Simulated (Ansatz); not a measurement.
## A series in volume scale on BN

Results calculated with Ansatz 0.2.0, not measured. Free energy against uniform scaling of the volume at fixed shape and fractions; periodic cell, basis, potentials, k mesh and filling as listed.

The cell before it is scaled or strained (space group F-43m, No. 216):
```
cell vectors (Å)
   0.0000     1.8075     1.8075
   1.8075     0.0000     1.8075
   1.8075     1.8075     0.0000
atoms (fractions of the cell vectors)
B   0.00000  0.00000  0.00000
N   0.25000  0.25000  0.25000
```

Settings of every row: functional PBEsol; dispersion none; potentials all-electron LAPW; k mesh 10x10x10; k shift 0x0x0; occupations fixed; smearing width 0 eV; spin none; basis error target 0.0005 eV/atom.

```csv
row,volume scale,V (Å³/atom),energy above lowest point (meV/atom)
1,0.92,5.433,41.7
2,0.96,5.669,7.5
3,1,5.905,0
4,1.04,6.141,?
5,1.08,6.378,47.8
```

Question: what energy above lowest point should row 4 give?

Worked fit of energy above lowest point. Take u = (V_r/V)^(2/3) − 1 with V_r = 5.787 Å³ an atom, which is twice the finite (Eulerian) strain; such expansions in the strain, on which the Birch-Murnaghan equation of state is built, carry the rest volume and the bulk modulus. The shown rows have u = 0.04298, 0.01383, -0.01337, -0.06277. Least squares give energy above lowest point = 0.7 + 261.8 × u + 16123 × u² meV/atom; a straight line predicts inner rows, each left out in turn, worse (root mean square 28 against 0.2 meV/atom). The rows lie off it by 0.0, 0.1, -0.1, 0.0. Its lowest point lies at u = -0.0081, or V = 5.858 Å³ an atom, and the curvature there gives the bulk modulus at fixed shape and fractions, B = (4/9)(1 + u)² E″(u)/V = 386 GPa. The withheld row has u = -0.03881, so the fit gives 0.7 + 261.8 × (-0.03881) + 16123 × (-0.03881)² = 14.8 meV/atom.

The calculation gave 14.7 meV/atom. The fit lies 0.1 meV/atom (0.21 % of the column's range) above it, one unit of the last digit.
